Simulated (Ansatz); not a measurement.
All numbers below come from DFT PBE, scalar-relativistic, plane waves, PAW (Ansatz 0.2.0). Settings: cutoff 420 eV, Γ-centred meshes spaced at most about 0.3 Å⁻¹, and about 0.25 Å⁻¹ or finer for metals (2π included), Gaussian smearing. No spin polarisation.

Temperature and zero-point effects are left out.

Problem. Which of these relaxed structures of Cd7S is the lowest in energy?
A.

```xyz
8
Lattice="-3.6159 3.6159 3.6159 3.6159 -3.6159 3.6159 3.6159 3.6159 -3.6159" Properties=species:S:1:pos:R:3 pbc="T T T"
Cd    3.6159    0.0000    0.0000
Cd    0.0000    3.6159    0.0000
Cd    0.0000    0.0000    3.6159
Cd    1.6017    1.6017    1.6017
Cd    2.0142    2.0142   -2.0142
Cd    2.0142   -2.0142    2.0142
Cd   -2.0142    2.0142    2.0142
S     0.0000    0.0000    0.0000
```

B.

```xyz
8
Lattice="5.9379 0.0000 0.0000 -2.9689 5.1423 0.0000 0.0000 0.0000 5.9934" Properties=species:S:1:pos:R:3 pbc="T T T"
Cd    0.0000    5.1416    0.0000
Cd    1.4839    2.5715    0.0000
Cd   -1.4839    2.5715    0.0000
Cd    1.4678    0.8475    2.9967
Cd    4.4700    0.8475    2.9967
Cd    2.9689    3.4474    2.9967
Cd    0.0000    3.4282    2.9967
S     0.0000    0.0000    0.0000
```

C.

```xyz
8
Lattice="3.8384 0.0000 0.0000 -1.9192 3.3241 0.0000 0.0000 0.0000 16.2194" Properties=species:S:1:pos:R:3 pbc="T T T"
Cd    1.9192    1.1080   14.8450
Cd    0.0000    0.0000    2.3935
Cd    0.0000    0.0000   10.5843
Cd    0.0000    2.2161   12.6913
Cd    0.0000    2.2161    4.3667
Cd    0.0000    0.0000    6.4367
Cd    0.0000    2.2161    8.5115
S     0.0000    0.0000   16.1101
```

Solution. C. The next of these, B, lies 36 meV/atom higher. Forms: C P3m1; B P-6m2; A I-43m. Counting Cd atoms around S (those within 1.25 times the shortest such distance or 1.15 times the sum of covalent radii, 1.27 where that leaves under three; a plus sign parts nearer from farther groups; the shortest distance is added where it exceeds 1.18 times the sum of covalent radii): C has S 4; B has S 6+6 from 3.0 Å; A has S 4. All come from invented guesses. The lowest form computed isn't among them: it has space group P-3m1 (No. 164), 24.0 Å³/atom and lies 35 meV/atom below the best shown.

Cells relaxed within their symmetry can be saddle points. Some types were kept out of the candidates beforehand, so the set may lack a known form.
